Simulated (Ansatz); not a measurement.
Two isomers of C7H8: A = `C1=CC2(C=C1)CC2`, B = `C1=C[C@H]2C=C[C@@H]1C2`.

Computed with Ansatz on PBE0-D4/def2-TZVP structures; ΔE is electronic, products minus reactants. CBS: MP2 limit from def2 TZ/QZ plus the TZ coupled-cluster correction, frozen cores. Functionals use def2-TZVPP.

Task: Which isomer does CCSD(T)/CBS put lower? Give the gap. (Best estimate.)

Result: Ansatz gave: A, by 9.3 kJ/mol.

Task: Give E(B) − E(A) in kJ/mol with CCSD/def2-TZVPP, CCSD(T)/def2-SVP, BLYP-D4, PBE-D4, PBE0-D4, HF/def2-TZVPP, MP2/def2-TZVPP. (Best estimate.)

Result: Ansatz gave: CCSD/def2-TZVPP 9.8, CCSD(T)/def2-SVP 9.8, BLYP-D4 36.6, PBE-D4 31.9, PBE0-D4 27.0, HF/def2-TZVPP 33.2, MP2/def2-TZVPP 12.4. None reverses the order clearly.

Task: Does the order hold for the free energy at 298.15 K (harmonic terms from PBE0-D4)? (Best estimate.)

Result: Computed: Yes: G(B) − G(A) = +16.9 kJ/mol.

Largest T1 diagnostic: 0.011.

The D4 term adds −6.4 kJ/mol with B3LYP and −3.0 kJ/mol with PBE0; it sums over pairs of atoms, weighted by their polarisabilities, and B3LYP, whose exchange is more repulsive, gets the larger term. From r2SCAN to r2SCAN0 (25 % exact exchange), in def2-TZVPP and without D4, E(B) − E(A) moves by −4.4 kJ/mol.

B3LYP here is the variant with VWN-RPA as its local correlation; programs differ in this.
